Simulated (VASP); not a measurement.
SrO:

```
Sr O
1.0
     0.00000    2.56630    2.56630
     2.56630    0.00000    2.56630
     2.56630    2.56630    0.00000
Sr O
1 1
Direct
  0.50000 0.50000 0.50000
  0.00000 0.00000 0.00000
```

Base run:

* Program: VASP 6.6.1
* Functional: SCAN
* Potentials or basis: VASP PAW PBE potentials, release 64 (Sr_sv, O)
* Cutoff: 520 eV
* k mesh: 9 × 9 × 9
* Occupations: fermi-dirac, width 0.05 eV
* Spin: no spin polarisation

Its results: band gap on the k mesh 3.78 eV, indirect (least direct gap 3.87 eV); pressure 1.6 GPa.

Question: After a change of settings the same cell gave: band gap on the k mesh 3.40 eV, indirect (least direct gap 3.49 eV); pressure 2.7 GPa. Which change was it?
A. functional from SCAN to RPBE
B. functional from SCAN to PBE
C. functional from SCAN to AM05
D. functional from SCAN to TPSS

Answer: D.

Caveats: the PAW data sets were made with another functional, which shifts forces and pressure a little.
